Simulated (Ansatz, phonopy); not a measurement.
# Quasi-harmonic thermodynamics of BaTe (Fm-3m), part 3 of 3

Wanted: α(T), C_P(T) and B(T) of BaTe in the quasi-harmonic approximation.

Ansatz 0.2.0; DFT r2SCAN, scalar-relativistic, plane waves, PAW (the session's first sound run).

So far, principal linear expansion coefficients at 298 K (× 1e-6/K): step 7 (phonons on strained cells, cutoff 580 eV, functional r2SCAN) 15.9.

The database entry behind the starting cell differs from later determinations by our own check (about 2.5 % short), so it need not match the best structure at ambient conditions.

### 9. Phonons on strained cells, cutoff 487.2 eV

Level of this step: DFT RPBE, scalar-relativistic, plane waves, PAW (Ansatz).

The study relaxes the crystal at several strains, solves the phonons on some of them and minimises the free energy at each temperature (static energy, vibrations, the electrons in a metal, and PV under a set pressure); the q-mesh sets how far the force constants reach.

input.yaml reads:

```yaml
crystal:
  lattice:
    - [0.0, 3.5838162994, 3.5838162994]
    - [3.5838162994, 0.0, 3.5838162994]
    - [3.5838162994, 3.5838162994, 0.0]
  atoms:
    - { symbol: Ba, position: [0.0, 0.0, 0.0] }
    - { symbol: Te, position: [0.5, 0.5, 0.5] }
kpoints:
  mp_grid: { grid: [8, 8, 8] }
hamiltonian:
  xc: rpbe
scf:
  occupations: { method: fixed }
output:
  eigenvalues: true
phonons:
  method: dfpt
  qmesh: [2, 2, 2]
  temperatures: { t_max: 800.0, t_step: 50 }
  thermal_expansion: {}
```

Started as:

```console
ansatz run input.yaml --threads 4 --pin off --max-ram 8192MiB --backend cpu --events-out ev --progress --plain --runs-dir out
```

Numbers of over 12 decimals in the logs are rounded to 6 here.

The log of the run:

```text
[...]
Crystal: 2 atoms, lattice volume = 92.059 Å³
Basis set: ecut = 487.2 eV, 2229 PW (Γ), exchange–correlation on 80×80×80 points (8 copies of the dense FFT grid, shifted against one another)
Bands: 17, of which v1, the nominal top of the filled ones, is band 13 counted from 1 (12 counted from 0)
Symmetry: 48 space group operations
[...]
k-points: 29 of 512
[...]
SCF iter   1: F=—  HF=-12951.690024 eV  |F-HF|=—  |Δ(HF+E_count)|=         —  Δρ=1.17e-3  dr2=1.08e-3  ethr=1.77e-3  ⟨swp⟩=5.8  Hψ=2432  notcnv=0  defer=36
[...]
SCF iter   9: F=-12951.690541 eV  HF=-12951.690541 eV  |F-HF|=1.82e-12  |Δ(HF+E_count)|=  1.64e-11  Δρ=2.89e-8  dr2=1.87e-12  ethr=1.00e-12  ⟨swp⟩=9.4  Hψ=3686  notcnv=0
SCF 1 converged in 9 iterations: F = -12951.690541 eV  dr2 = 1.87e-12
[...]
relax step   1: F+E_penalty+E_count = -12951.69054120 eV  Δ(F+E_penalty+E_count) = +0.000e0 eV  max|allowed force component| = 7.100e-30 eV/Å  Δτ_max = 0.0000 Å  (9 SCF iters, accepted)
SCF converged after 9 iterations
Free energy (F): -12951.690541 eV
[...]
Internal energy: -12951.690541 eV  (E = F + TS)
E sigma→0 (E₀):  -12951.690541 eV
Fermi energy:    5.793410 eV
[...]
--- Stress (GPa, compression-positive) ---
        0.007502      -0.000000      -0.000000
        0.000000       0.007502      -0.000000
        0.000000      -0.000000       0.007502
  P = ⅓ Tr σ = 0.0075 GPa (0.075 kbar)
--- Band table (eV; the first three rows and the last of 29) ---
  k-point 0: bands = [... 9 lower, -3.5062, 5.7934, 5.7934, 5.7934, 8.6932, 8.9176, 8.9176, 8.9176]
  k-point 1: bands = [... 9 lower, -3.4245, 5.3586, 5.6094, 5.6094, 8.8905, 9.0884, 9.0884, 9.3282]
  k-point 2: bands = [... 9 lower, -3.2315, 4.6180, 5.2530, 5.2530, 9.0478, 9.5483, 9.5483, 10.4778]
  k-point 28: bands = [... 9 lower, -3.1860, 4.7041, 4.9657, 4.9657, 9.3947, 9.3947, 10.5419, 10.7529]
── thermal expansion: 3 new cells, 3 in all ──
thermal expansion: relaxation of cell 2
thermal expansion: relaxation of cell 3
── thermal expansion: 2 new cells, 5 in all ──
thermal expansion: relaxation of cell 4
thermal expansion: lower-state search of cell 4
thermal expansion: phonons of cell 4
thermal expansion: relaxation of cell 5
thermal expansion: phonons of cell 5
── thermal expansion: 6 new cells, 11 in all ──
thermal expansion: relaxation of cell 6
thermal expansion: relaxation of cell 7
thermal expansion: relaxation of cell 8
thermal expansion: relaxation of cell 9
thermal expansion: relaxation of cell 10
thermal expansion: relaxation of cell 11
thermal expansion: phonons of cell 6
thermal expansion: phonons of cell 7
thermal expansion: phonons of cell 8
--- Relaxed structure (1 steps of the walk, 1 accepted, 0 SCFs on fresh bases) ---
  F+E_penalty+E_count = -12951.69054120 eV   max|allowed force component| = 7.100e-30 eV/Å
  atoms:
    - { symbol: Ba, position: [0.0, 0.0, 0.0] }
    - { symbol: Te, position: [0.5, 0.5, 0.5] }
--- Thermal expansion: 11 cells in 3 rounds, 0 GPa ---
  no lower state was reached at cell 4
  without vibrations: a 5.06879, b 5.06879, c 5.06879 Å, V 92.0867 Å³, B 25.18 GPa
  at 0 K: a 5.07405, b 5.07405, c 5.07405 Å, V 92.3738 Å³, B 24.93 GPa
  zero-point expansion: a +0.104, b +0.104, c +0.104, V +0.312 %
[...]
0.00    5.07405    5.07405    5.07405    92.3738 |    0.00    0.00    0.00    0.00 |   50.33 |     0.000     0.000 |    24.93    24.93
   100.00    5.07959    5.07959    5.07959    92.6767 |   17.89   17.89   17.89   53.66 |   59.43 |    45.962    45.570 |    24.37    24.58
   200.00    5.08934    5.08934    5.08934    93.2116 |   20.07   20.07   20.07   60.21 |   61.86 |    49.727    48.769 |    23.55    24.02
   298.15    5.09968    5.09968    5.09968    93.7810 |   21.27   21.27   21.27   63.80 |       - |    50.942    49.386 |    22.70    23.42
   350.00    5.10539    5.10539    5.10539    94.0962 |   21.88   21.88   21.88   65.63 |   64.82 |    51.425    49.525 |    22.24    23.09
   450.00    5.11688    5.11688    5.11688    94.7331 |   23.12   23.12   23.12   69.36 |   66.86 |    52.301    49.670 |    21.30    22.43
   550.00    5.12908    5.12908    5.12908    95.4123 |   24.54   24.54   24.54   73.61 |   69.07 |    53.221    49.743 |    20.31    21.73
   650.00    5.14210    5.14210    5.14210    96.1405 |   26.20   26.20   26.20   78.59 |   71.51 |    54.262    49.785 |    19.26    20.99
   750.00    5.15608    5.15608    5.15608    96.9271 |   28.19   28.19   28.19   84.56 |   74.24 |    55.491    49.811 |    18.14    20.21
   800.00    5.16350    5.16350    5.16350    97.3461 |   29.34   29.34   29.34   88.02 |   75.75 |    56.201    49.820 |    17.56    19.81
[...]
vibrations' free energy: its fit leaves 0.0006 meV an atom at the most
  the electrons' free energy at temperature is not in it: every band gap is over 0.83 eV
  free energies summed between the sampled wave vectors
[...]
band gaps on the cells' k-points are 1.801 to 1.988 eV
```

The job ended after 5.5 min (4 threads of Arm Neoverse V2, shared host; peak memory 1.2 GiB).

Numbers from this step:

* pressure: 0.007502 GPa
* volume expansion coefficient at 298 K: 63.80 1e-6/K
* C_P at 298 K: 25.47 J/mol-atom/K
* entropy at 298 K: 53.48 J/mol-atom/K
* isothermal bulk modulus at 298 K: 22.70 GPa
* Grüneisen parameter at 298 K: 1.656
* volume at 298 K: 46.89 Å³/atom
* principal linear expansion coefficients at 298 K: 21.27, 21.27, 21.27 1e-6/K

Strained cells of the study; zero-point energy where phonons were solved; the pressures are stresses at a fixed cutoff and can carry an offset from the finite basis. Expansion cells, by row:

```tsv
cell	|a| (Å)	|b| (Å)	|c| (Å)	V (Å³/atom)	E - E_lowest (meV/atom)	pressure, compression positive (GPa)	gap (eV)	zero-point energy (meV/atom)
1	5.068	5.068	5.068	46.03	0	0.006	1.853	-
2	5.109	5.109	5.109	47.14	1.978	-0.567	1.892	-
3	5.028	5.028	5.028	44.94	2.159	0.64	1.811	-
4	5.069	5.069	5.069	46.05	0	-0.008	1.854	13.27
5	5.095	5.095	5.095	46.75	0.824	-0.372	1.879	12.93
6	5.127	5.127	5.127	47.66	4.19	-0.808	1.909	12.5
7	5.157	5.157	5.157	48.48	9.264	-1.164	1.934	12.12
8	5.186	5.186	5.186	49.32	16.22	-1.494	1.958	11.73
9	5.019	5.019	5.019	44.7	3.266	0.796	1.801	-
10	5.044	5.044	5.044	45.37	0.794	0.381	1.828	-
11	5.228	5.228	5.228	50.51	28.92	-1.911	1.988	-
```

Quasi-harmonic; a, b, c are the run's own cell vectors. Expansion, by row:

```tsv
T (K)	a (Å)	b (Å)	c (Å)	alpha (deg)	beta (deg)	gamma (deg)	cell volume (Å³/cell)	alpha_a (1e-6/K)	alpha_b (1e-6/K)	alpha_c (1e-6/K)	alpha_V (1e-6/K)	C_P (J/mol-atom/K)	C_V (J/mol-atom/K)	S (J/mol-atom/K)	B_T (GPa)	B_S (GPa)	Grueneisen	extrapolation	fit error (1e-6/K)
0	5.074	5.074	5.074	60	60	60	92.37	0	0	0	0	0	0	0	24.93	24.93	-	0	0
50	5.075	5.075	5.075	60	60	60	92.45	13.28	13.28	13.28	39.84	17.78	17.72	12.34	24.75	24.83	1.549	0	0.02
100	5.08	5.08	5.08	60	60	60	92.68	17.89	17.89	17.89	53.66	22.98	22.79	26.75	24.37	24.58	1.602	0	0.02
150	5.084	5.084	5.084	60	60	60	92.94	19.28	19.28	19.28	57.83	24.29	23.95	36.35	23.97	24.31	1.619	0	0.02
200	5.089	5.089	5.089	60	60	60	93.21	20.07	20.07	20.07	60.21	24.86	24.38	43.43	23.55	24.02	1.632	0	0.03
250	5.095	5.095	5.095	60	60	60	93.5	20.7	20.7	20.7	62.11	25.21	24.59	49.02	23.12	23.72	1.645	0	0.03
298.1	5.1	5.1	5.1	60	60	60	93.78	21.27	21.27	21.27	63.8	25.47	24.69	53.48	22.7	23.42	1.656	0	0.02
300	5.1	5.1	5.1	60	60	60	93.79	21.29	21.29	21.29	63.87	25.48	24.7	53.64	22.69	23.41	1.657	0	0.02
350	5.105	5.105	5.105	60	60	60	94.1	21.88	21.88	21.88	65.63	25.71	24.76	57.59	22.24	23.09	1.67	0	0.02
400	5.111	5.111	5.111	60	60	60	94.41	22.48	22.48	22.48	67.45	25.93	24.81	61.03	21.77	22.76	1.683	0	0.03
450	5.117	5.117	5.117	60	60	60	94.73	23.12	23.12	23.12	69.36	26.15	24.84	64.1	21.3	22.43	1.697	0	0.04
500	5.123	5.123	5.123	60	60	60	95.07	23.8	23.8	23.8	71.41	26.38	24.86	66.87	20.81	22.08	1.711	0	0.05
550	5.129	5.129	5.129	60	60	60	95.41	24.54	24.54	24.54	73.61	26.61	24.87	69.39	20.31	21.73	1.727	0	0.06
600	5.135	5.135	5.135	60	60	60	95.77	25.33	25.33	25.33	76	26.86	24.88	71.72	19.79	21.36	1.743	0	0.06
650	5.142	5.142	5.142	60	60	60	96.14	26.2	26.2	26.2	78.59	27.13	24.89	73.88	19.26	20.99	1.76	0	0.05
700	5.149	5.149	5.149	60	60	60	96.53	27.15	27.15	27.15	81.44	27.42	24.9	75.9	18.71	20.61	1.779	0	0.03
750	5.156	5.156	5.156	60	60	60	96.93	28.19	28.19	28.19	84.56	27.75	24.91	77.8	18.14	20.21	1.798	0	0.05
800	5.163	5.163	5.163	60	60	60	97.35	29.34	29.34	29.34	88.02	28.1	24.91	79.6	17.56	19.81	1.819	0	0.12
```

The expansion coefficient by temperature; values in 1e-6/K:

```tsv
temperature (K)	volume	principal 1
0	0	0
50	39.8	13.3
100	53.7	17.9
150	57.8	19.3
200	60.2	20.1
250	62.1	20.7
298	63.8	21.3
300	63.9	21.3
350	65.6	21.9
400	67.5	22.5
450	69.4	23.1
500	71.4	23.8
550	73.6	24.5
600	76	25.3
650	78.6	26.2
700	81.4	27.1
750	84.6	28.2
800	88.0	29.3
```

Changing the level of theory (r2SCAN → RPBE) and the cutoff (580 → 487.2 eV) takes the volume expansion at 298 K from 47.7 to 63.8 × 10⁻⁶/K and B_T from 28.5 to 22.7 GPa.

### 10. Free-energy fit

This step: DFT RPBE, scalar-relativistic, plane waves, PAW (phonopy 4.10.0).

This step gave:

```
volume expansion coefficient at 300 K : 63.86 1e-6/K
isothermal bulk modulus at 300 K      : 22.69 GPa
C_P at 300 K                          : 25.59 J/mol-atom/K
Grüneisen parameter at 300 K          : 1.657
```

The energy (each curve on its own zero) by volume; values in meV/atom:

```tsv
volume (Å³/atom)	static	F at 0 K	F at 300 K	F at 800 K
46.05	0	0.76	4.49	11.9
46.75	0.82	1.25	3.41	7.67
47.66	4.19	4.18	4.23	4.3
48.48	9.26	8.87	6.94	3.13
49.32	16.2	15.4	11.4	3.54
```

Phonopy-qha, vinet fit of F(V) at each temperature. Qha vinet, by row:

```tsv
T (K)	fitted volume (Å³/atom)	alpha_V (1e-6/K)	B_T (GPa)	C_P (J/mol-atom/K)	Grueneisen
100	46.34	52.27	24.37	23.51	1.56
150	46.47	57.56	23.97	24.66	1.611
200	46.61	60.13	23.55	25.09	1.63
250	46.75	62.08	23.13	25.37	1.644
300	46.9	63.86	22.69	25.59	1.657
350	47.05	65.63	22.24	25.79	1.67
400	47.2	67.46	21.77	26	1.683
450	47.37	69.38	21.3	26.2	1.697
500	47.53	71.44	20.81	26.42	1.712
550	47.71	73.66	20.31	26.64	1.728
600	47.88	76.05	19.79	26.89	1.744
650	48.07	78.66	19.26	27.16	1.762
700	48.26	81.51	18.71	27.45	1.78
750	48.46	84.63	18.15	27.77	1.8
```

The volume expansion coefficient by temperature; values in 1e-6/K:

```tsv
temperature (K)	phonopy-qha, Vinet	Ansatz's own study
100	52.3	53.7
150	57.6	57.8
200	60.1	60.2
250	62.1	62.1
300	63.9	63.9
350	65.6	65.6
400	67.5	67.5
450	69.4	69.4
500	71.4	71.4
550	73.7	73.6
600	76.0	76
650	78.7	78.6
700	81.5	81.4
750	84.6	84.6
```

The fit gives a volume expansion of 63.9 × 10⁻⁶/K at 300 K, against 63.8 at 298 K from the study itself, whose static fit uses more cells.

### 11. Outcome

```json
{"settings of these figures": "r2SCAN, 580 eV, k 8×8×8, q 2×2×2", "volume expansion coefficient at 298 K": "47.72 1e-6/K", "C_P at 298 K": "25.15 J/mol-atom/K", "entropy at 298 K": "50.75 J/mol-atom/K", "isothermal bulk modulus at 298 K": "28.45 GPa", "Grüneisen parameter at 298 K": "1.483", "volume at 298 K": "44.66 Å³/atom", "principal linear expansion coefficients at 298 K": "15.91, 15.91, 15.91 1e-6/K"}
```

In words: Near room temperature BaTe expands by 47.7 × 10⁻⁶/K in volume by r2SCAN, with C_P = 25.1 J/(mol K) per mole of atoms and B_T = 28.5 GPa. C_P at room temperature is 101 % of the classical 3R an atom; C_V is 99 %, and the rest is expansion work. The levels of theory differ by up to 16.1 × 10⁻⁶/K in the volume expansion at 298 K. The PAW files were made for PBE and are used here under another functional, for which the program regenerates the frozen cores. The cell of these runs is 11 % larger in volume than the database cell; frequencies and all that rests on them shift with it.

[Logs are printed without paths, hosts, clocks, repeated set-up lines and the standing remarks that a program may print on its own settings, such as how far it seeks lower states.]

[Hosts, paths, dates, database ids (printed as entryN), source tags and the programs' standing remarks are cut or masked in the printed files.]

[A step with changed settings may run another functional than the one named; its input shows which.]

[Pressures of single members of a volume series are the stress at the run's cutoff; with an incomplete basis they can lie off −dE/dV of the same runs, and they are not shown converged.]
